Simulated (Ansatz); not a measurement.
## ZrO₂: electrons, doping and thermopower

Plane-wave DFT in Ansatz, PBE, scalar-relativistic PAW potentials, cutoff 420 eV, no spin-orbit coupling; no spin polarisation. ZrO₂ in space group Fm-3m, which needn't be the usual phase of this composition. Boltzmann transport at 300 K in rigid bands with one relaxation time, bands interpolated from the k mesh 8×8×8; values are means over x, y, z.

| electrons (cm⁻³) | size of S (μV/K) | σ/τ (Ω⁻¹ m⁻¹ s⁻¹) |
| --- | --- | --- |
| 10^18 | 558.1 | 2.81e+16 |
| 10^19 | ? | 2.8e+17 |
| 10^20 | 175.3 | 2.72e+18 |
| 10^21 | 51.6 | 2.22e+19 |

Task: Take the lowest doping as non-degenerate: get the effective density of states and the masses, and predict the missing S.

Result: For parabolic bands and one τ, |S| = (k_B/e)(5/2 − η) with k_B/e = 86.17 μV/K and n = N e^η. The first row gives η = -3.98, N = 5.33×10¹⁹ cm⁻³ and, from N = 2.509×10¹⁹ cm⁻³ × m_d^(3/2), a density-of-states mass of 1.65 mₑ (all valleys and bands together). σ/τ = ne²/m_c gives a conductivity mass of 1.00 mₑ; m_d is 1.6 times m_c, the sign of several valleys, several bands or anisotropy. A decade of doping costs (k_B/e) ln 10 = 198.4 μV/K, which predicts 360 μV/K; the run gave 361.0. There η is about -1.7, where Fermi statistics begin to count, but their first corrections to η and to the mean carrier energy nearly cancel, so the rule still holds. At 10^21 cm⁻³ the rule would give -37 μV/K against 51.6: the gas is degenerate there. Scattering that depends on energy changes the 5/2, and whether such doping can be reached wasn't computed.

Cost: about 3.4 core-minutes for the runs cited, on Intel Xeon 6975P-C (Granite Rapids) (shared hosts).